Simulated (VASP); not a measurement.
A run of VASP 6.6.1 is set up as follows.

POSCAR

```
Ge
1.0
    0.0000000000      2.8290000000      2.8290000000
    2.8290000000      0.0000000000      2.8290000000
    2.8290000000      2.8290000000      0.0000000000
Ge
2
Direct
    0.0000000000      0.0000000000      0.0000000000
    0.2500000000      0.2500000000      0.2500000000
```

File INCAR.step1:

```
PREC = Accurate
ENCUT = 600
EDIFF = 1E-8
ISMEAR = 0
SIGMA = 0.01
LREAL = False
LASPH = True
NELM = 80
ALGO = Normal
ISIF = 3
LWAVE = False
LCHARG = False
METAGGA = R2SCAN
LMIXTAU = True
IBRION = 2
NSW = 40
EDIFFG = -0.002
```

INCAR.step2

```
PREC = Accurate
ENCUT = 600
EDIFF = 1E-8
ISMEAR = 0
SIGMA = 0.01
LREAL = False
LASPH = True
NELM = 80
ALGO = Normal
ISIF = 2
LWAVE = False
LCHARG = False
METAGGA = R2SCAN
LMIXTAU = True
IBRION = 6
NFREE = 2
POTIM = 0.015
NSW = 1
```

The input KPOINTS:

```
Automatic mesh
0
Gamma
  8 8 8
```

Potentials or basis: VASP PAW PBE potentials, release 64 (Ge_d).

Command:

```sh
$ cat potpaw_PBE.64/Ge_d/POTCAR > POTCAR
$ cp INCAR.step1 INCAR
$ mpirun -np 1 vasp_std > vasp.out
$ cp CONTCAR POSCAR
$ cp INCAR.step2 INCAR
$ mpirun -np 1 vasp_std > vasp.out
```

Question: Estimate the highest phonon frequency at Γ.

Answer: 297 cm⁻¹.

Question: Predict the space group after relaxing (to 0.05 Å).

Answer: Fd-3m (No. 227).

Question: What does it give for the relaxed cell?

Answer: a = 4.013 Å, b = 4.013 Å, c = 4.013 Å, α = 60.00°, β = 60.00°, γ = 60.00°.

Final structure:
```
Ge
1.0
     0.00000    2.83784    2.83784
     2.83784    0.00000    2.83784
     2.83784    2.83784    0.00000
Ge
2
Direct
  0.00000 0.00000 0.00000
  0.25000 0.25000 0.25000
```
